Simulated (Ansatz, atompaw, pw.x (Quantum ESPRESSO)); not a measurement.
Se (Z = 34) (sc): variants of one PAW (atompaw) potential in the solid

- Element: Se
- Generator: atompaw 4.2.0.5
- Type: PAW
- Functional: PBE
- Relativity: scalar-relativistic
- Frozen core: [Ar] 3d10
- Valence charge: 6
- Reference configuration: 4s1.75 4p4.25
- Partial waves: 4s (bound): rc 1.40 bohr; 4s channel at 4.05 Ry: rc 1.40 bohr; 4p (bound): rc 2.00 bohr; 4p channel at 3.65 Ry: rc 2.00 bohr
- Local potential: bessel scheme, radius 1.85 bohr
- Core correction: smooth core density matched at 1.70 bohr
- Augmentation charge: besselshape compensation charge, radius 1.95 bohr; PAW radius 2.00 bohr; waves and projectors: custom rrkj vanderbiltortho

Crystal test: sc Se in pw.x 7.5, no spin, 12³ k-points, Fermi–Dirac smearing 0.01 Ry, cutoffs set for each file from its atomic test. The reference is all-electron LAPW (Ansatz 0.2.0) with the same functional, mesh and smearing; V0 and B0 come from Birch–Murnaghan fits to the pressures at five volumes. Errors are pseudo minus all-electron; Δ is the rms difference of the E(V) curves that follow from these fits, minima aligned, over ±6 % about the mean V0. Mesh and smearing are coarse, so the numbers serve the comparison and aren't converged zero-temperature values; the lattice is a test structure that the element need not adopt.

All-electron: a0 = 2.833 Å (V0 = 22.73 Å³/atom), B0 = 70.2 GPa.

Base: This is a poor potential for the solid.

A dash in a converged row means that the minimum lies outside the volumes sampled.

```csv
change,cutoffs (Ry),pw.x,a0 (Å),a0 error (%),B0 error (%),Δ (meV/atom),mean pressure error (GPa)
base,45/450,converged,2.798,-1.22,+3.3,12.8,-2.43
wave 4p (bound): rc 2.00 bohr becomes 4p (bound): rc 1.28 bohr,70/700,converged,2.799,-1.21,+3.4,12.7,-2.42
wave 4s channel at 4.05 Ry: rc 1.40 bohr becomes 4s channel at 0.23 Ry: rc 1.40 bohr,45/450,converged,2.798,-1.22,+3.3,12.8,-2.43
"all radii scaled by about 0.88 (s 1.24, p 1.76 bohr); local potential bessel scheme, radius 1.64 bohr; augmentation besselshape compensation charge, radius 1.72 bohr; PAW radius 1.76 bohr; waves and projectors: custom rrkj vanderbiltortho; core correction smooth core density matched at 1.50 bohr",60/600,converged,–,–,–,–,-4.34
core correction smooth core density matched at 0.96 bohr,45/450,converged,2.802,-1.08,+0.0,11.3,-2.12
```

Question: Give the row for: augmentation besselshape compensation charge, radius 1.98 bohr; PAW radius 2.00 bohr; waves and projectors: custom rrkj vanderbiltortho.

Answer: pw.x: converged; mean pressure error (GPa): -2.43; a0 (Å): 2.798; a0 error (%): -1.22; B0 error (%): +3.3; Δ (meV/atom): 12.8.
